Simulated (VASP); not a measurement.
# Al (P6_3/mmc) in VASP: further runs

One crystal, Al, is run at these levels: PBE; tasks: single point, relaxation of cell and atoms.

Program: VASP 6.6.1. These are calculated values, not measurements. Logs are shortened: lines on timing, memory, paths and dates and some standing lists are left out, and cuts for length are marked.

## 1. The structure

The structure is hexagonal, space group P6_3/mmc (No. 194). Conventional cell: a = 2.864 Å, b = 2.864 Å, c = 4.677 Å, α = 90.00°, β = 90.00°, γ = 120.00°. Around Al (site symmetry -6m2) lie 12 Al at 2.86 Å.

The cell was built by a generator and needn't be a form met in nature.

## 2. Single point, PBE

Input file INCAR:

```
PREC = Accurate ; ENCUT = 520
EDIFF = 1E-6 ; ISMEAR = 0
SIGMA = 0.05 ; LREAL = F
LASPH = T ; NELM = 100
ALGO = Normal ; ISIF = 2
LWAVE = F ; LCHARG = F
GGA = PE ; NBANDS = 10
```

Input file KPOINTS:

```
Automatic mesh
0
Gamma
  8 8 4
```

Input file POSCAR:

```
Al
1.0
    2.8635818422      0.0000000000      0.0000000000
   -1.4317909211      2.4799346212      0.0000000000
    0.0000000000      0.0000000000      4.6771836756
Al
2
Direct
    0.3333333333      0.6666666667      0.7500000000
    0.6666666667      0.3333333333      0.2500000000
```

Potentials or basis: VASP PAW PBE potentials, release 64 (Al).

Run with:

```console
$ cat potpaw_PBE.64/Al/POTCAR > POTCAR
$ mpirun -np 1 vasp_std > vasp.out
```

OUTCAR:

```text
PREC = Accurate
   ENCUT = 520
   EDIFF = 1E-6
   ISMEAR = 0
   LREAL = F
   LASPH = T
   NELM = 100
   ISIF = 2
   GGA = PE

 ion  position               nearest neighbor table
   1  0.333  0.667  0.750-   2 2.86   2 2.86   2 2.86   2 2.86   2 2.86   2 2.86
   2  0.667  0.333  0.250-   1 2.86   1 2.86   1 2.86   1 2.86   1 2.86   1 2.86

  LATTYP: Found a hexagonal cell.
 ALAT       =     2.8635818422
 C/A-ratio  =     1.6333333333

  Lattice vectors:

 A1 = (   2.8635818422,   0.0000000000,   0.0000000000)
 A2 = (  -1.4317909211,   2.4799346212,   0.0000000000)
 A3 = (   0.0000000000,   0.0000000000,   4.6771836756)

Analysis of symmetry for initial positions (statically):
=====================================================================
 Subroutine PRICEL returns:
 Original cell was already a primitive cell.

 Routine SETGRP: Setting up the symmetry group for a
 hexagonal supercell.

 Subroutine GETGRP returns: Found 24 space group operations
 (whereof 12 operations were pure point group operations)
 out of a pool of 24 trial point group operations.

The static configuration has the point symmetry D_3d.
 The point group associated with its full space group is D_6h.

Analysis of symmetry for dynamics (positions and initial velocities):
=====================================================================
 Subroutine PRICEL returns:
 Original cell was already a primitive cell.

 Routine SETGRP: Setting up the symmetry group for a
 hexagonal supercell.

 Subroutine GETGRP returns: Found 24 space group operations
 (whereof 12 operations were pure point group operations)
 out of a pool of 24 trial point group operations.

The dynamic configuration has the point symmetry D_3d.
 The point group associated with its full space group is D_6h.

 Subroutine INISYM returns: Found 24 space group operations
 (whereof 12 operations are pure point group operations),
 and found     1 'primitive' translations

----------------------------------------------------------------------------------------

                                     Primitive cell

  volume of cell :      33.2150

  direct lattice vectors                    reciprocal lattice vectors
     2.863581842  0.000000000  0.000000000     0.349212998  0.201618218  0.000000000
    -1.431790921  2.479934621  0.000000000     0.000000000  0.403236437  0.000000000
     0.000000000  0.000000000  4.677183676     0.000000000  0.000000000  0.213803876

  length of vectors
     2.863581842  2.863581842  4.677183676     0.403236437  0.403236437  0.213803876

  position of ions in fractional coordinates (direct lattice)
     0.333333333  0.666666667  0.750000000
     0.666666667  0.333333333  0.250000000

  ion indices of the primitive-cell ions
   primitive index   ion index
                 1           1
                 2           2

----------------------------------------------------------------------------------------

 KPOINTS: Automatic mesh

Automatic generation of k-mesh.
 Grid dimensions read from file:
 generate k-points for:    8    8    4

 Generating k-lattice:

  Cartesian coordinates                     Fractional coordinates (reciprocal lattice)
     0.043651625  0.025202277  0.000000000     0.125000000 -0.000000000  0.000000000
     0.000000000  0.050404555  0.000000000     0.000000000  0.125000000  0.000000000
     0.000000000  0.000000000  0.053450969     0.000000000  0.000000000  0.250000000

  Length of vectors
     0.050404555  0.050404555  0.053450969

  Shift w.r.t. Gamma in fractional coordinates (k-lattice)
     0.000000000  0.000000000  0.000000000

 Subroutine IBZKPT returns following result:
 ===========================================

 Found     30 irreducible k-points:

 Following reciprocal coordinates:
            Coordinates               Weight
  0.000000  0.000000  0.000000      1.000000
  0.125000  0.000000  0.000000      6.000000
  0.250000  0.000000  0.000000      6.000000
  0.375000  0.000000  0.000000      6.000000
  0.500000  0.000000  0.000000      3.000000
  0.125000  0.125000  0.000000      6.000000
[... 16 lines left out ...]
  0.250000  0.000000  0.500000      6.000000
  0.375000  0.000000  0.500000      6.000000
 [... further k-points ...]
   k-points           NKPTS =     30   k-points in BZ     NKDIM =     30   number of bands    NBANDS=     10
   number of dos      NEDOS =    301   number of ions     NIONS =      2
   total plane-waves  NPLWV =  20736
   dimension x,y,z NGX =    24 NGY =   24 NGZ =   36
   dimension x,y,z NGXF=    48 NGYF=   48 NGZF=   72
   ions per type =               2
   NGX,Y,Z   is equivalent  to a cutoff of  13.93, 13.93, 12.80 a.u.
   NGXF,Y,Z  is equivalent  to a cutoff of  27.87, 27.87, 25.59 a.u.
 SYSTEM =  unknown system
   PREC   = accura    normal or accurate (medium, high low for compatibility)
   ISTART =      0    job   : 0-new  1-cont  2-samecut
   ICHARG =      2    charge: 1-file 2-atom 10-const
   ISPIN  =      1    spin polarized calculation?
   LNONCOLLINEAR =      F non collinear calculations
   LSORBIT =      F    spin-orbit coupling
   LASPH  =      T    aspherical Exc in radial PAW
   ENCUT  =  520.0 eV  38.22 Ry    6.18 a.u.   5.32  5.32  8.70*2*pi/ulx,y,z
   NELM   =    100;   NELMIN=  2; NELMDL= -5     # of ELM steps
   EDIFF  = 0.1E-05   stopping-criterion for ELM
   LREAL  =      F    real-space projection
   EDIFFG = 0.1E-04   stopping-criterion for IOM
   NSW    =      0    number of steps for IOM
   IBRION =     -1    ionic relax: 0-MD 1-quasi-New 2-CG
   NFREE  =      0    steps in history (QN), initial steepest desc. (CG)
   ISIF   =      2    stress and relaxation
   ISYM   =      2    0-nonsym 1-usesym 2-fastsym
   POTIM  = 0.5000    time-step for ionic-motion
   TEBEG  =    0.0;   TEEND  =   0.0 temperature during run
   PSTRESS=    0.0 pullay stress
   NELECT =       6.0000    total number of electrons
   NUPDOWN=      -1.0000    fix difference up-down
   EMIN   =  10.00;   EMAX   =-10.00  energy-range for DOS
   EFERMI =   0.00;   METHOD = LEGACY
   ISMEAR =     0;   SIGMA  =   0.05  broadening in eV -4-tet -1-fermi 0-gaus
   EFERMI_NEDOS =   21; number of points for ismear=-14 and -15
   IALGO  =     38    algorithm
   IMIX   =      4    mixing-type and parameters
     AMIX     =   0.40;   BMIX     =  1.00
     AMIX_MAG =   1.60;   BMIX_MAG =  1.00
  volume/ion in A,a.u.               =      16.61       112.07
  Fermi-wavevector in a.u.,A,eV,Ry     =   0.925438  1.748824 11.652503  0.856435
  Thomas-Fermi vector in A             =   2.051292
   LORBIT       =      0    0 simple, 1 ext, 2 COOP (PROOUT), +10 PAW based schemes
   GGA     = PE    functional components
   LHFCALC =     F    Hartree Fock is set to
   AEXX    =    0.0000 exact exchange contribution
   IVDW    =     0    specifies the selected vdW correction
   LEPSILON=     F    determine dielectric tensor
   LRPA    =     F    only Hartree local field effects (RPA)
 non-spin polarized calculation
 Gauss-broadening in eV      SIGMA  =   0.05
  energy-cutoff  :      520.00
  volume of cell :       33.21
 maximum number of plane-waves:       905
 NGX is ok and might be reduce to    24
   NGX = 11   NGY = 11   NGZ = 17

 number of electron       6.0000000 magnetization

 Free energy of the ion-electron system (eV)
  ---------------------------------------------------
  ext. energy  EPLUGINS =         0.00000000
  ---------------------------------------------------
  free energy    TOTEN  =        -7.33707752 eV

  energy without entropy =       -7.33461685  energy(sigma->0) =       -7.33584718

 E-fermi :   8.0692     XC(G=0): -10.1752

 val. band max:        7.8755250757   @ k =   0.3750   0.1250   0.0000
 cond. band min:       8.0806302845   @ k =   0.1250   0.1250   0.2500
 fundamental gap:      0.2051052088
 Fermi energy:         8.0692045819

 k-point     1 :       0.0000    0.0000    0.0000
  band No.  band energies     occupation
      1      -3.1601      2.00000
      2       3.3778      2.00000
      3       3.5425      2.00000
      4      18.4480      0.00000
      5      18.4480      0.00000
      6      18.8757      0.00000
      7      18.8757      0.00000
      8      20.0008      0.00000
      9      21.8776      0.00000
     10      22.1489      0.00000

 k-point     2 :       0.1250    0.0000    0.0000
  band No.  band energies     occupation
      1      -2.7845      2.00000
      2       3.7269      2.00000
      3       3.9089      2.00000
      4      14.3559      0.00000
      5      16.3865      0.00000
      6      17.7616      0.00000
      7      20.1389      0.00000
      8      20.2396      0.00000
      9      21.5286      0.00000
     10      21.7844      0.00000

 k-point     3 :       0.2500    0.0000    0.0000
  band No.  band energies     occupation
      1      -1.6640      2.00000
      2       4.7735      2.00000
      3       4.9812      2.00000
      4       9.9564      0.00000
      5      14.7782      0.00000
      6      15.4659      0.00000
      7      15.9770      0.00000
      8      17.0612      0.00000
      9      20.3933      0.00000
     10      20.7908      0.00000

 k-point     4 :       0.3750    0.0000    0.0000
  band No.  band energies     occupation
      1       0.1831      2.00000
      2       5.7353      2.00000
      3       6.5104      2.00000
      4       7.1219      2.00000
      5      12.1893      0.00000
      6      12.3291      0.00000
      7      13.8155      0.00000
      8      15.6167      0.00000
      9      19.5416      0.00000
     10      19.7345      0.00000
[... 222 lines left out ...]
 k-point    22 :       0.1250    0.0000    0.5000
  band No.  band energies     occupation
      1      -1.1066      2.00000
      2      -1.1066      2.00000
      3      11.6619      0.00000
      4      11.6619      0.00000
      5      15.9025      0.00000
      6      15.9025      0.00000
      7      17.8231      0.00000
      8      17.8231      0.00000
      9      19.7867      0.00000
     10      19.7867      0.00000

 k-point    23 :       0.2500    0.0000    0.5000
  band No.  band energies     occupation
      1       0.0008      2.00000
      2       0.0008      2.00000
      3      11.2454      0.00000
      4      11.2454      0.00000
      5      12.9406      0.00000
      6      12.9406      0.00000
      7      16.2263      0.00000
      8      16.2263      0.00000
      9      18.1984      0.00000
     10      18.1984      0.00000

 k-point    24 :       0.3750    0.0000    0.5000
  band No.  band energies     occupation
      1       1.8235      2.00000
      2       1.8235      2.00000
      3       7.5843      2.00000
      4       7.5843      2.00000
      5      14.2976      0.00000
      6      14.2976      0.00000
      7      15.2645      0.00000
      8      15.2645      0.00000
      9      17.1280      0.00000
     10      17.1280      0.00000

 [... further k-points ...]

------------------------ aborting loop because EDIFF is reached ----------------------------------------

  FORCE on cell =-STRESS in cart. coord.  units (eV):
  Direction    XX          YY          ZZ          XY          YZ          ZX
  --------------------------------------------------------------------------------------
  -------------------------------------------------------------------------------------
  Total        0.0678968      0.0678968     -0.0000665     -0.0000000     -0.0000000      0.0000000
  in kB        3.2751088      3.2751088     -0.0032095     -0.0000000     -0.0000000      0.0000000
  external PRESSURE =       2.1823361 kB  Pullay stress =       0.0000000 kB

 VOLUME and BASIS-vectors are now :
 -----------------------------------------------------------------------------
  energy-cutoff  :      520.00
  volume of cell :       33.21
      direct lattice vectors                 reciprocal lattice vectors
     2.863581842  0.000000000  0.000000000     0.349212998  0.201618218  0.000000000
    -1.431790921  2.479934621  0.000000000     0.000000000  0.403236437  0.000000000
     0.000000000  0.000000000  4.677183676     0.000000000  0.000000000  0.213803876

 POSITION                                       TOTAL-FORCE (eV/Angst)
 -----------------------------------------------------------------------------------
     -0.00000      1.65329      3.50789        -0.000000     -0.000000      0.000000
      1.43179      0.82664      1.16930         0.000000      0.000000      0.000000
 -----------------------------------------------------------------------------------
    total drift:                               -0.000000      0.000000     -0.000000

  FREE ENERGIE OF THE ION-ELECTRON SYSTEM (eV)
  ---------------------------------------------------
  free  energy   TOTEN  =        -7.3370775168 eV

  energy  without entropy=       -7.3346168503  energy(sigma->0) =       -7.33584718
```

Run time: 5.3 s. Hardware: 1 thread of AMD EPYC 9R14 (Zen 4), shared host; peak memory 0.11 GiB.

What came out:

- Free energy: -7.3371 eV
- Pressure: 0.2 GPa
- Band gap on the k mesh: none (metal or under the smearing width)

Stress tensor (GPa, compression positive):
```
0.33 0.00 0.00
0.00 0.33 0.00
0.00 0.00 0.00
```

## 3. Relaxation of cell and atoms, PBE

Input file INCAR:

```
SYSTEM = Al
PREC = Accurate
ENCUT = 600
EDIFF = 1E-7
ISMEAR = 0
SIGMA = 0.05
LREAL = .False.
LASPH = .True.
NELM = 100
ALGO = Normal
ISIF = 3
LWAVE = .False.
LCHARG = .False.
GGA = PE
IBRION = 2
NSW = 80
EDIFFG = -0.03
```

Input file KPOINTS:

```
regular mesh
0
Gamma
  8 8 4
  0 0 0
```

POSCAR is that of step 2.

Potentials or basis: VASP PAW PBE potentials, release 64 (Al).

Run with:

```console
$ cat potpaw_PBE.64/Al/POTCAR > POTCAR
$ mpirun -np 1 vasp_std > vasp.out
```

OUTCAR:

```text
SYSTEM = Al
   PREC = Accurate
   ENCUT = 600
   EDIFF = 1E-7
   ISMEAR = 0
   LREAL = .False.
   LASPH = .True.
   NELM = 100
   ISIF = 3
   GGA = PE
   IBRION = 2
   NSW = 80
   EDIFFG = -0.03

 ion  position               nearest neighbor table
   1  0.333  0.667  0.750-   2 2.86   2 2.86   2 2.86   2 2.86   2 2.86   2 2.86
   2  0.667  0.333  0.250-   1 2.86   1 2.86   1 2.86   1 2.86   1 2.86   1 2.86

  LATTYP: Found a hexagonal cell.
 ALAT       =     2.8635818422
 C/A-ratio  =     1.6333333333

  Lattice vectors:

 A1 = (   2.8635818422,   0.0000000000,   0.0000000000)
 A2 = (  -1.4317909211,   2.4799346212,   0.0000000000)
 A3 = (   0.0000000000,   0.0000000000,   4.6771836756)

Analysis of symmetry for initial positions (statically):
=====================================================================
 Subroutine PRICEL returns:
 Original cell was already a primitive cell.

 Routine SETGRP: Setting up the symmetry group for a
 hexagonal supercell.

 Subroutine GETGRP returns: Found 24 space group operations
 (whereof 12 operations were pure point group operations)
 out of a pool of 24 trial point group operations.

The static configuration has the point symmetry D_3d.
 The point group associated with its full space group is D_6h.

[... 274 lines left out ...]
 number of electron       6.0000000 magnetization

------------------------ aborting loop because EDIFF is reached ----------------------------------------
[... 67 lines left out ...]
--------------------------------------- Ionic step       15  -------------------------------------------

 number of electron       6.0000000 magnetization

 Free energy of the ion-electron system (eV)
  ---------------------------------------------------
  ext. energy  EPLUGINS =         0.00000000
  ---------------------------------------------------
  free energy    TOTEN  =        -7.33879312 eV

  energy without entropy =       -7.33650491  energy(sigma->0) =       -7.33764902

 E-fermi :   8.0420     XC(G=0): -10.1574

 val. band max:        7.8493820934   @ k =   0.3750   0.1250   0.0000
 cond. band min:       8.0614482267   @ k =   0.3750   0.1250   0.2500
 fundamental gap:      0.2120661334
 Fermi energy:         8.0419820521

 k-point     1 :       0.0000    0.0000    0.0000
  band No.  band energies     occupation
      1      -3.1772      2.00000
      2       3.4107      2.00000
      3       3.6491      2.00000
      4      18.1580      0.00000
      5      18.1580      0.00000
      6      18.6444      0.00000
      7      18.6444      0.00000
[... 221 lines left out ...]
 k-point    24 :       0.3750    0.0000    0.5000
  band No.  band energies     occupation
      1       1.7911      2.00000
      2       1.7911      2.00000
      3       7.4898      2.00000
      4       7.4898      2.00000
      5      14.3901      0.00000
      6      14.3901      0.00000
      7      15.0651      0.00000

 [... further k-points ...]

------------------------ aborting loop because EDIFF is reached ----------------------------------------

  FORCE on cell =-STRESS in cart. coord.  units (eV):
  Direction    XX          YY          ZZ          XY          YZ          ZX
  --------------------------------------------------------------------------------------
  -------------------------------------------------------------------------------------
  Total       -0.0316728     -0.0316728     -0.0086677      0.0000000     -0.0000000      0.0000000
  in kB       -1.5203353     -1.5203353     -0.4160630      0.0000000     -0.0000000      0.0000000
  external PRESSURE =      -1.1522445 kB  Pullay stress =       0.0000000 kB
[... 17 lines left out ...]
  FREE ENERGIE OF THE ION-ELECTRON SYSTEM (eV)
  ---------------------------------------------------
  free  energy   TOTEN  =        -7.3387931196 eV

  energy  without entropy=       -7.3365049150  energy(sigma->0) =       -7.33764902

 reached required accuracy - stopping structural energy minimisation
```

CONTCAR:

```text
Al
   1.00000000000000
     2.8799438578754213    0.0000000000000000    0.0000000000000000
    -1.4399719289377106    2.4941045424327002   -0.0000000000000000
     0.0000000000000000   -0.0000000000000000    4.6468515785944486
  Al
     2
Direct
     0.3333333332999970    0.6666666667000030    0.7500000000000000
     0.6666666667000030    0.3333333332999970    0.2500000000000000

  0.00000000E+00  0.00000000E+00  0.00000000E+00
  0.00000000E+00  0.00000000E+00  0.00000000E+00
```

It took 32 s on 1 thread of AMD EPYC 9R14 (Zen 4), shared host; peak memory 0.12 GiB.

What came out:

| Item | Value |
| --- | --- |
| Free energy | -7.3388 eV |
| Relaxed volume | 16.69 Å³/atom |
| Relaxed cell | a = 2.880 Å, b = 2.880 Å, c = 4.647 Å, α = 90.00°, β = 90.00°, γ = 120.00° |
| Space group after relaxing (to 0.05 Å) | P6_3/mmc (No. 194) |
| Energy gained by relaxing | 0.8 meV/atom |
| Ionic steps | 15 |
| Pressure after relaxing | -0.1 GPa |
| Band gap on the k mesh | none (metal or under the smearing width) |

Stress tensor (GPa, compression positive):
```
-0.15  0.00  0.00
 0.00 -0.15  0.00
 0.00  0.00 -0.04
```

The path:
```
step  energy change (eV)  largest force (eV/Å)  pressure (GPa)  volume (Å³)
   1              0.0000                0.0000            0.22        33.21
   2             -0.0002                0.0000           -0.03        33.32
   3             -0.0003                0.0000           -0.68        33.61
   4             -0.0003                0.0000           -0.39        33.48
   5             -0.0004                0.0000           -0.46        33.52
   6             -0.0004                0.0000           -0.49        33.53
   7             -0.0005                0.0000           -0.56        33.56
   8             -0.0006                0.0000           -0.70        33.62
   9             -0.0007                0.0000           -0.68        33.62
  10             -0.0009                0.0000           -0.62        33.59
  11             -0.0013                0.0000           -0.49        33.54
  12             -0.0012                0.0000           -0.23        33.44
  13             -0.0014                0.0000           -0.37        33.49
  14             -0.0014                0.0000           -0.31        33.46
  15             -0.0016                0.0000           -0.12        33.38
```

Final structure:
```
CELL_PARAMETERS angstrom
2.87994 0.00000 0.00000
-1.43997 2.49410 0.00000
0.00000 0.00000 4.64685
ATOMIC_POSITIONS crystal
Al 0.33333 0.66667 0.75000
Al 0.66667 0.33333 0.25000
```
